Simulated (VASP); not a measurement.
Input of a VASP 6.6.1 run:

Contents of INCAR:

```
SYSTEM = GdO
PREC = Accurate ; ENCUT = 520
EDIFF = 1E-6 ; ISMEAR = 0
SIGMA = 0.05 ; LREAL = .FALSE.
LASPH = .TRUE. ; NELM = 150
ALGO = Normal ; ISIF = 2
LWAVE = .FALSE. ; LCHARG = .FALSE.
ISPIN = 2 ; MAGMOM = 7 0
LORBIT = 11 ; NUPDOWN = 2
LMAXMIX = 6 ; LDAU = .TRUE.
LDAUTYPE = 2 ; LDAUL = 3 -1
LDAUU = 4 0 ; LDAUJ = 0 0
LDAUPRINT = 1 ; GGA = PS
NBANDS = 23
```

Contents of KPOINTS:

```
regular mesh
0
G
  6 6 6
  0 0 0
```

Contents of POSCAR:

```
GdO
1.0
    0.0000000000      2.7000000000      2.7000000000
    2.7000000000      0.0000000000      2.7000000000
    2.7000000000      2.7000000000      0.0000000000
Gd O
1 1
Direct
    0.0000000000      0.0000000000      0.0000000000
    0.2500000000      0.2500000000      0.2500000000
```

Potentials or basis: VASP PAW PBE potentials, release 64 (Gd, O).

The run is started by

```sh
$ cat potpaw_PBE.64/Gd/POTCAR potpaw_PBE.64/O/POTCAR > POTCAR
$ mpirun -np 1 vasp_std > vasp.out
```

Problem. Predict the pressure.

Solution. -3.2 GPa.

Eigenvalues of the final occupation matrices:
| site | spin | trace | eigenvalues |
| --- | --- | --- | --- |
| site 1 f | 1 | 4.18 | 0.08 0.08 0.08 0.99 0.99 0.99 0.99 |
| site 1 f | 2 | 2.98 | 0.00 0.00 0.00 0.01 0.99 0.99 0.99 |

Caveat: the moment is held away from its start; the PAW data sets were made with another functional, which shifts forces and pressure a little; spin-orbit coupling is left out, which moves the levels of the heavy elements; the total moment is fixed, so each spin has its own Fermi level; a cell with one magnetic atom can't hold antiferromagnetic order, which such compounds often take. The state reached can hang on the start; a lower one may exist.
